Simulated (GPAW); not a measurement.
Input of a GPAW 26.7.0 run:

File run.py:

```python
from ase.calculators.mixing import SumCalculator
from ase.eos import EquationOfState
from ase.io import Trajectory, read
from ase.units import GPa
from dftd3.ase import DFTD3
from gpaw import GPAW, PW

atoms = read('Al.cif')

traj = Trajectory('eos.traj', 'w')
volumes, energies = [], []
for x in [0.94, 0.96, 0.98, 1.0, 1.02, 1.04, 1.06]:
    a = atoms.copy()
    a.set_cell(atoms.cell * x**(1 / 3), scale_atoms=True)
    calc = GPAW(mode=PW(600),
                xc='MGGA_X_REVTPSS+MGGA_C_REVTPSS',
                kpts={'size': (11, 11, 11), 'gamma': True},
                occupations={'name': 'fermi-dirac', 'width': 0.05},
                nbands=7,
                convergence={'density': 1e-05, 'energy': 1e-05},
                maxiter=150,
                txt=f'eos-{x:.2f}.txt')
    a.calc = SumCalculator([calc, DFTD3(method='revtpss', damping='d3bj')])
    energies.append(a.get_potential_energy())
    volumes.append(a.get_volume())
    p = -a.get_stress()[:3].mean() / GPa
    calc.write(f'eos-{x:.2f}.gpw')
    traj.write(a)
    print(f'{x:.2f} {volumes[-1]:10.4f} A^3 {energies[-1]:14.6f} eV {p:9.3f} GPa', flush=True)

v0, e0, B = EquationOfState(volumes, energies, eos='birchmurnaghan').fit()
print(f'V0 = {v0:.4f} A^3, E0 = {e0:.6f} eV, B0 = {B / GPa:.2f} GPa')
```

Al.cif

```cif
data_Al
_cell_length_a 2.86350669
_cell_length_b 2.86350669
_cell_length_c 2.86350669
_cell_angle_alpha 60.00000000
_cell_angle_beta 60.00000000
_cell_angle_gamma 60.00000000
_space_group_name_H-M_alt 'P1'
_space_group_name_Hall 'P 1'
_space_group_IT_number 1
loop_
_space_group_symop_operation_xyz
'x,y,z'
loop_
_atom_site_label
_atom_site_type_symbol
_atom_site_symmetry_multiplicity
_atom_site_Wyckoff_symbol
_atom_site_fract_x
_atom_site_fract_y
_atom_site_fract_z
_atom_site_occupancy
Al1 Al 1 a 0.0000000000 0.0000000000 0.0000000000 1
```

Potentials or basis: GPAW PAW data sets (gpaw-data 1.2.1), pw.

The run is started by

```bash
$ OMP_NUM_THREADS=1 python run.py
```

(1) Estimate the bulk modulus.

(2) Predict the equilibrium volume.

Answers

(1) 98 GPa (rough).

(2) 15.40 Å³/atom (rough: see the caveat).

Caveat: the minimum lies outside the volumes run; the PAW data sets were made with another functional, which shifts forces and pressure a little.
